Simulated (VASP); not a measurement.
The system is Te2Pt (Moncheite).

```
CELL_PARAMETERS angstrom
4.01000 0.00000 0.00000
-2.00500 3.47276 0.00000
0.00000 0.00000 5.20100
ATOMIC_POSITIONS crystal
Te 0.33333 0.66667 0.25000
Te 0.66667 0.33333 0.75000
Pt 0.00000 0.00000 0.00000
```

```yaml
Program: VASP 6.6.1
Task: relaxation of cell and atoms
Functional: r2SCAN
Dispersion: rVV10
Potentials_or_basis: VASP PAW PBE potentials, release 64 (Te, Pt)
Cutoff: 600 eV
k_mesh: 12 × 12 × 7
Occupations: methfessel-paxton, width 0.1 eV
Spin: no spin polarisation
```

At the start: pressure 5.9 GPa; volume 24.14 Å³/atom.

Problem. How do energy, volume and symmetry change on relaxing?

Solution. Over 13 steps the energy falls by 27.2 meV/atom and the volume is 24.98 Å³/atom (+3.5 %); space group P-3m1 (No. 164, to 0.05 Å).

The path:
```csv
step,energy change (eV),largest force (eV/Å),pressure (GPa),volume (Å³)
1,0.0000,0.9410,5.90,72.43
2,0.1232,0.7613,-7.97,82.14
3,-0.0744,0.1814,-0.44,75.88
4,-0.0745,0.1987,-0.30,75.79
5,-0.0799,0.1035,-0.15,75.53
6,-0.0813,0.0273,-0.03,75.31
7,-0.0813,0.0235,-0.04,75.30
8,-0.0813,0.0200,-0.03,75.29
9,-0.0815,0.0169,0.00,75.22
10,-0.0817,0.0085,0.05,75.01
11,-0.0817,0.0044,0.06,74.92
12,-0.0816,0.0276,-0.25,75.09
13,-0.0817,0.0015,0.01,74.95
```

Final structure:
```xyz
3
Lattice="4.0463 0.0000 0.0000 -2.0231 3.5042 0.0000 0.0000 0.0000 5.2859" Properties=species:S:1:pos:R:3 pbc="T T T"
Te    0.0000    2.3361    1.3636
Te    2.0231    1.1681    3.9222
Pt    0.0000    0.0000    0.0000
```

Caveat: the PAW data sets were made with another functional, which shifts forces and pressure a little.
